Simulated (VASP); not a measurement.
Here is a VASP 6.6.1 calculation.

The input INCAR:

```
SYSTEM = CO2
PREC = Accurate ; ENCUT = 600
EDIFF = 1E-6 ; ISMEAR = 0
SIGMA = 0.1 ; LREAL = .False.
LASPH = .True. ; NELM = 100
ALGO = Normal ; ISIF = 3
LWAVE = .False. ; LCHARG = .False.
GGA = CA ; IBRION = 2
NSW = 100 ; EDIFFG = -0.05
```

File KPOINTS:

```
Automatic mesh
0
Gamma
  8 8 8
  0 0 0
```

POSCAR

```
CO2
1.0
   -1.7759000000      1.7759000000      2.9592000000
    1.7759000000     -1.7759000000      2.9592000000
    1.7759000000      1.7759000000     -2.9592000000
C O
2 4
Direct
    0.0000000000      0.0000000000      0.0000000000
    0.7500000000      0.2500000000      0.5000000000
    0.3750000000      0.3390000000      0.4640000000
    0.6610000000      0.1250000000      0.0360000000
    0.8750000000      0.9110000000      0.5360000000
    0.0890000000      0.6250000000      0.9640000000
```

Potentials or basis: VASP PAW LDA potentials, release 64 (C, O).

Command:

```console
$ cat potpaw_LDA.64/C/POTCAR potpaw_LDA.64/O/POTCAR > POTCAR
$ mpirun -np 1 vasp_std > vasp.out
```

Predict the relaxed cell.

a = 4.031 Å, b = 4.031 Å, c = 4.031 Å, α = 122.42°, β = 122.42°, γ = 85.86°.

Estimate the band gap on the k mesh.

7.49 eV, indirect (least direct gap 7.96 eV).

Final structure:
```
C O
1.0
    -1.94155    1.94155    2.95154
     1.94155   -1.94155    2.95154
     1.94155    1.94155   -2.95154
C O
2 4
Cartesian
  0.0000 0.0000 0.0000
  0.0000 1.9416 1.4758
  0.6559 0.9708 0.7379
  -0.9708 1.2856 2.2137
  1.2856 0.9708 3.6894
  2.9123 0.6559 -0.7379
```

 A k mesh can miss the band edges.
